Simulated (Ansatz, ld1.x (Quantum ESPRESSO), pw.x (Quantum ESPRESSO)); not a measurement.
# Equation-of-state test of one PAW potential (gallium (Ga))

Ga, PAW, made with ld1.x (Quantum ESPRESSO) 7.5 (PBE, scalar-relativistic). Core [Ar] 3d10, reference 4s2 4p1. Waves: 4s (bound): rcut 1.60, rcutus 1.90 bohr; 4s channel at 1.5 Ry: rcut 1.60, rcutus 1.90 bohr; 4p (bound): rcut 3.00, rcutus 3.20 bohr; 4p channel at 2.35 Ry: rcut 3.00, rcutus 3.20 bohr. Local part: all-electron potential smoothed inside 1.60 bohr (lloc = -1). Core correction: none. Augmentation charge: PSQ, radius 1.45 bohr.

Atomic tests: cutoffs needed: 8 Ry and 10 Ry (the cutoffs (Ry, on a coarse ladder) from which the occupation-weighted sum of valence levels, in a spherical-Bessel basis at the reference potential, stays within 10 and 1 mRy of its value at 400 Ry); ghost test: no extra level below or beside the all-electron valence levels (s, p, d, f tested) (spherical-Bessel basis up to 400 Ry, 20 bohr box); configuration tests: 1 of 7 tests not solved or not reliable.

Crystal test: fcc Ga in pw.x 7.5, no spin, 13³ k-points, Fermi–Dirac smearing 0.01 Ry, cutoffs 40/320 Ry. The reference is all-electron LAPW (Ansatz 0.2.0) with the same functional, mesh and smearing; V0 and B0 come from Birch–Murnaghan fits to the pressures at five volumes. Errors are pseudo minus all-electron; Δ is the rms difference of the E(V) curves that follow from these fits, minima aligned, over ±6 % about the mean V0. Mesh and smearing are coarse, so the numbers serve the comparison and aren't converged zero-temperature values; the lattice is a test structure that the element need not adopt.

All-electron: a0 = 4.236 Å (V0 = 19.00 Å³/atom), B0 = 48.8 GPa.

Q: How far does the potential miss the all-electron equation of state?

A: mean pressure error (GPa): -15.13. The pressure does not cross zero within the volumes sampled, so no fit is given. The largest radius (3.20 bohr) exceeds half the bond length (2.83 bohr), so the spheres overlap, which is one possible source of error among others. This is a poor potential for the solid. The pseudo pressure rises with volume over part of the range, a mechanical instability. Atomic configuration tests: 1 of 7 tests not solved or not reliable.

| V (Å³/atom) | P all-electron (GPa) | P pseudo (GPa) |
| --- | --- | --- |
| 18.074 | 2.74 | -15.00 |
| 18.549 | 1.23 | -15.09 |
| 19.025 | -0.07 | -15.03 |
| 19.501 | -1.20 | -15.04 |
| 19.976 | -2.17 | -14.94 |

Q: At the middle volume, how do free energy and pressure move when the wave cutoff is lowered (ecutrho held at 320 Ry)?

A:

| cutoff (Ry) | shift of F (meV/atom) | shift of P (GPa) |
| --- | --- | --- |
| 18 | +8.2 | -0.06 |
| 24 | +2.1 | -0.03 |
| 32 | +0.7 | -0.00 |

The run at the middle volume (84 k-points, 7 iterations) took about 5.6 s on one core of a shared host (Neoverse-V1, 32 threads, 247 GiB, load 11).
